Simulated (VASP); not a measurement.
Input of a VASP 6.6.1 run:

The input INCAR:

```
SYSTEM = Al
ALGO = Normal
EDIFF = 1E-7
EDIFFG = -0.005
ENCUT = 600
GGA = PE
IBRION = 2
ISIF = 3
ISMEAR = 1
IVDW = 12
LASPH = .TRUE.
LCHARG = .FALSE.
LREAL = .FALSE.
LWAVE = .FALSE.
NELM = 80
NSW = 90
PREC = Accurate
SIGMA = 0.1
```

Contents of KPOINTS:

```
k-points
0
G
  18 18 18
  0 0 0
```

File POSCAR:

```
Al                                      
1.0
    0.0000000000      1.9906194454      1.9906194454
    1.9906194454      0.0000000000      1.9906194454
    1.9906194454      1.9906194454     -0.0000000000
  Al            
     1
Direct
     0.0000000000000000    0.0000000000000000    0.0000000000000000
```

Potentials or basis: VASP PAW PBE potentials, release 64 (Al).

Run with:

```sh
$ cat potpaw_PBE.64/Al/POTCAR > POTCAR
$ mpirun -np 1 vasp_std > vasp.out
```

Problem. Estimate the dispersion energy per atom.

Solution. -0.352 eV.

Problem. Estimate the band gap on the k mesh.

Solution. None (metal or under the smearing width).

Final structure:
```
Al
1.0
     0.00000    1.99062    1.99062
     1.99062    0.00000    1.99062
     1.99062    1.99062    0.00000
Al
1
Direct
  0.00000 0.00000 0.00000
```

Caveat: the relaxation stopped at its first step, so nothing moved.
